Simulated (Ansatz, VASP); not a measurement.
One calculation of ZnS, two programs

```
CELL_PARAMETERS angstrom
0.00000 2.65880 2.65880
2.65880 0.00000 2.65880
2.65880 2.65880 0.00000
ATOMIC_POSITIONS crystal
Zn 0.00000 0.00000 0.00000
S 0.75000 0.75000 0.75000
```

Change from the starting cell: volume scaled by 0.95, crystal datasets.

Alike in both runs: task electric field gradients; functional PBEsol; k mesh 8 × 8 × 8; occupations fermi-dirac, width 0.01 eV; no spin polarisation.

|  | VASP | Ansatz |
| --- | --- | --- |
| version | VASP 6.6.1 | Ansatz 0.2.0 |
| potentials or method | VASP PAW PBE potentials, release 64 (Zn, S), cutoff 520 eV | all-electron PAW with datasets made for the crystal, scalar-relativistic |

```tsv
	VASP	Ansatz	Ansatz less VASP
gap on the k mesh at the Fermi level (eV)	2.19	2.18	-0.005
pressure (GPa)	2.0	1.8	-0.21
Vzz of the field gradient on the site that differs most (V/Å²)	0.0	0.0	0.00
```

Ansatz ran all-electron here, so the differences hold the error of VASP's frozen core and of both bases.

Caveats: the PAW data sets were made with another functional, which shifts forces and pressure a little (VASP).
